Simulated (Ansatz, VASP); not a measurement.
This is a calculation of Al for Ansatz 0.2.0.

input.yaml

```yaml
crystal:
  lattice:
    - [0.0, 2.024805, 2.024805]
    - [2.024805, 0.0, 2.024805]
    - [2.024805, 2.024805, 0.0]
  atoms:
    - { symbol: Al, position: [0.0, 0.0, 0.0] }
hamiltonian:
  xc: r2scan
  pseudopotentials: { kind: paw }
  dispersion: d3bj
kpoints:
  mp_grid: { grid: [11, 11, 11] }
scf:
  occupations: { method: fermi_dirac, width: 0.05 }
output:
  forces: true
  stress: true
relax:
  f_tol: 0.01
  max_steps: 40
  cell: { stress_tol: 0.05 }
```

Potentials or basis: Ansatz PAW.

Run with:

```bash
$ ansatz run input.yaml --threads 2 --pin off --max-ram 5120MiB --backend cpu --events-out ev --progress --plain --runs-dir out
```

Task: Set up the same calculation for VASP 6.6.1. Potentials there: VASP PAW PBE potentials, release 64 (Al).

Result: As run (the cutoff follows the program's own potentials):

File POSCAR:

```
Al
1.0
    0.0000000000      2.0248050000      2.0248050000
    2.0248050000      0.0000000000      2.0248050000
    2.0248050000      2.0248050000      0.0000000000
Al
1
Direct
    0.0000000000      0.0000000000      0.0000000000
```

INCAR.step1

```
SYSTEM = Al
  ALGO = Normal
  EDIFF = 1E-4
  ENCUT = 600
  GGA = PE
  ISMEAR = -1
  LASPH = .True.
  LCHARG = .False.
  LREAL = .False.
  LWAVE = .True.
  NELM = 100
  PREC = Accurate
  SIGMA = 0.05
```

Contents of INCAR.step2:

```
SYSTEM = Al
  ALGO = Normal
  EDIFF = 1E-6
  EDIFFG = -0.01
  ENCUT = 600
  IBRION = 2
  ISIF = 3
  ISMEAR = -1
  ISTART = 1
  IVDW = 12
  LASPH = .True.
  LCHARG = .False.
  LMIXTAU = .True.
  LREAL = .False.
  LWAVE = .False.
  METAGGA = R2SCAN
  NELM = 100
  NSW = 60
  PREC = Accurate
  SIGMA = 0.05
  VDW_A1 = 0.49484001
  VDW_A2 = 5.73083694
  VDW_S6 = 1.0
  VDW_S8 = 0.78981345
```

File KPOINTS:

```
k-points
0
Gamma
  11 11 11
  0 0 0
```

Potentials or basis: VASP PAW PBE potentials, release 64 (Al).

Command:

```console
$ cat potpaw_PBE.64/Al/POTCAR > POTCAR
$ cp INCAR.step1 INCAR
$ mpirun -np 1 vasp_std > vasp.out
$ cp INCAR.step2 INCAR
$ mpirun -np 1 vasp_std > vasp.out
```

Both were run:

|  | VASP | Ansatz | Ansatz less VASP |
| --- | --- | --- | --- |
| relaxed volume (Å³/atom) | 15.60 | 15.66 | +0.062 |
| relaxed cell length with the largest relative difference (Å) | 2.804 | 2.808 | +0.0037 |
| energy change over the relaxation (meV/atom) | -17 | -15 | +2.1 |

Caveats: the PAW data sets were made with another functional, which shifts forces and pressure a little (VASP); pairwise dispersion overbinds metals, which lowers pressure and volume (VASP); the plane-wave basis is chosen anew once the cell has moved, so the energies of steps on either side of that aren't comparable (Ansatz); the PAW data sets come from PBE, with cores solved anew for the run's functional, which leaves a small shift of forces and pressure (Ansatz); the dispersion damping was fitted for another functional or another form of the correction (Ansatz).
